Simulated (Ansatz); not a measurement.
Ansatz input file:

```yaml
crystal:
  lattice:
    - [5.1681138545, 0.0, 0.0]
    - [-2.5840569273, 4.4757178877, 0.0]
    - [0.0, 0.0, 17.4001990547]
  atoms:
    - { symbol: Rb, position: [0.0, 0.0, 0.0] }
    - { symbol: Rb, position: [0.33333333, 0.66666667, 0.75] }
    - { symbol: Rb, position: [0.0, 0.0, 0.5] }
    - { symbol: Rb, position: [0.66666667, 0.33333333, 0.25] }
basis:
  ecutwfc: 420
kpoints:
  mp_grid: { grid: [9, 9, 4] }
hamiltonian:
  xc: pbe
scf:
  occupations: { method: gaussian, width: 0.1 }
output:
  forces: true
  stress: true
  eigenvalues: true
```

Command:
```bash
ansatz run input.yaml --threads 1 --pin off --max-ram 1331MiB --backend cpu --events-out ev --progress --plain --runs-dir out
```

Computed with Ansatz, DFT PBE, scalar-relativistic, plane waves, PAW.

From the run's log, abridged (iterations and final results):

```
SCF iter   1: F=—  HF=-13069.384271 eV  |F-HF|=—  |Δ(HF+E_count)|=         —  Δρ=2.43e-4  dr2=5.44e-4  ethr=1.77e-3  ⟨swp⟩=7.9  Hψ=3784  notcnv=0
SCF iter   2: F=—  HF=-13069.384412 eV  |F-HF|=—  |Δ(HF+E_count)|=   1.41e-4  Δρ=1.53e-4  dr2=2.60e-4  ethr=1.51e-6  ⟨swp⟩=3.2  Hψ=2117  notcnv=0
SCF iter   3: F=—  HF=-13069.384459 eV  |F-HF|=—  |Δ(HF+E_count)|=   4.68e-5  Δρ=8.55e-5  dr2=7.83e-5  ethr=7.24e-7  ⟨swp⟩=1.8  Hψ=867  notcnv=0
SCF iter   4: F=—  HF=-13069.384400 eV  |F-HF|=—  |Δ(HF+E_count)|=   5.90e-5  Δρ=6.77e-5  dr2=1.54e-5  ethr=2.17e-7  ⟨swp⟩=1.8  Hψ=867  notcnv=0
SCF iter   5: F=—  HF=-13069.384404 eV  |F-HF|=—  |Δ(HF+E_count)|=   4.31e-6  Δρ=2.64e-5  dr2=3.40e-6  ethr=4.27e-8  ⟨swp⟩=1.8  Hψ=871  notcnv=0
SCF iter   6: F=—  HF=-13069.384405 eV  |F-HF|=—  |Δ(HF+E_count)|=   7.39e-7  Δρ=1.25e-5  dr2=1.02e-6  ethr=9.43e-9  ⟨swp⟩=1.8  Hψ=868  notcnv=0
SCF iter   7: F=—  HF=-13069.384405 eV  |F-HF|=—  |Δ(HF+E_count)|=   1.12e-8  Δρ=5.05e-6  dr2=1.33e-7  ethr=2.84e-9  ⟨swp⟩=1.8  Hψ=868  notcnv=0
SCF iter   8: F=-13069.384405 eV  HF=-13069.384405 eV  |F-HF|=5.00e-10  |Δ(HF+E_count)|=   3.14e-9  Δρ=2.37e-6  dr2=2.18e-8  ethr=2.78e-10  ⟨swp⟩=6.3  Hψ=3389  notcnv=0
SCF 1 converged in 8 iterations: F = -13069.384405 eV  dr2 = 2.18e-8
SCF converged after 8 iterations
Free energy (F): -13069.384405 eV
Harris-Foulkes:  -13069.384405 eV  (|F-HF|=5.00e-10)
Internal energy: -13069.368139 eV  (E = F + TS)
E sigma→0 (E₀):  -13069.376272 eV
Entropy (-TS):   -0.016266 eV (-4.067 meV/atom)
Fermi energy:    1.567693 eV
--- Per-component energies (eV) ---
  E_band       = -491.568422
  E_kinetic    = 762.142135
  E_local      = -2917.345922  (includes V_loc(G=0)·N_el)
  E_nonlocal   = 694.015884
  E_hartree    = 828.662054
  E_xc         = -516.444493
  E_vxc        = -539.864847  (∫ρ·V_xc dr)
  E_paw        = -10472.026618  (= ΣΔE_a)
  E_vpaw       = -147.841977  (= ΣTr[D̂ρ^β])
  E_aug_tail   = -0.000003  (compensation charges beyond the density's cutoff)
  E_ewald      = -1448.371174
  E_smearing   = -0.016266  (= −TS)
--- Forces (eV/Å), atoms counted from 1 ---
  atom   1  Rb     0.00000000     0.00000000     0.00000000
  atom   2  Rb     0.00000000     0.00000000     0.00000000
  atom   3  Rb     0.00000000     0.00000000     0.00000000
  atom   4  Rb     0.00000000     0.00000000     0.00000000
--- Stress (GPa, compression-positive) ---
       -0.205603       0.000000       0.000000
        0.000000      -0.205603       0.000000
        0.000000       0.000000      -0.262224
  P = ⅓ Tr σ = -0.2245 GPa (-2.245 kbar)
--- Band table (eV; the first three rows and the last of 36) ---
  k-point 0: bands = ["-27.4097", "-27.4089", "-27.4086", "-27.4078", "-11.5220", "-11.4925", "-11.4919", "-11.4676", "-11.4676", "-11.4638", "-11.4638", "-11.4637", "-11.4637", "-11.4619", "-11.4599", "-11.4599", "-0.2971", "0.2931", "0.2935", "1.6084", "2.0742", "3.6840"]
  k-point 1: bands = ["-27.4097", "-27.4091", "-27.4084", "-27.4078", "-11.5198", "-11.5037", "-11.4806", "-11.4673", "-11.4673", "-11.4652", "-11.4652", "-11.4642", "-11.4623", "-11.4623", "-11.4602", "-11.4602", "-0.2588", "0.0407", "0.6046", "1.3454", "2.3547", "3.2419"]
  k-point 2: bands = ["-27.4094", "-27.4094", "-27.4081", "-27.4081", "-11.5134", "-11.5134", "-11.4708", "-11.4708", "-11.4665", "-11.4665", "-11.4665", "-11.4665", "-11.4610", "-11.4610", "-11.4610", "-11.4610", "-0.1451", "-0.1451", "0.9630", "0.9630", "2.7909", "2.7909"]
  k-point 35: bands = ["-27.4069", "-27.4069", "-27.4066", "-27.4066", "-11.5112", "-11.5112", "-11.5081", "-11.5081", "-11.5024", "-11.5024", "-11.4994", "-11.4994", "-11.4780", "-11.4780", "-11.4779", "-11.4779", "2.4026", "2.4026", "2.4045", "2.4045", "2.4145", "2.4145"]
```

The run converged.